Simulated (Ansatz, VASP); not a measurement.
## Ba: VASP beside Ansatz

```
Ba
1.0
     4.61291    0.00000    0.00000
    -2.30645    3.99489    0.00000
     0.00000    0.00000   15.00053
Ba
4
Direct
  0.00000 0.00000 0.00000
  0.33333 0.66667 0.25000
  0.00000 0.00000 0.50000
  0.66667 0.33333 0.75000
```

Alike in both runs: task single point; functional PBE; k mesh 6 × 6 × 2; occupations gaussian, width 0.1 eV; no spin polarisation.

|  | VASP | Ansatz |
| --- | --- | --- |
| version | VASP 6.6.1 | Ansatz 0.2.0 |
| potentials or method | VASP PAW PBE potentials, release 64 (Ba_sv) | scalar-relativistic, plane waves, PAW |
| plane-wave cutoff (eV) | 520 | 420 |
| valence electrons in the cell | 40 | 40 |

|  | VASP | Ansatz | Ansatz less VASP |
| --- | --- | --- | --- |
| gap on the k mesh at the Fermi level (eV) | none | none | - |
| pressure (GPa) | -0.5 | -0.6 | -0.03 |

A gap of «none» marks a metal or a gap that the smearing closes.

The runs have no spin-orbit coupling, so splittings on Ba are missing.
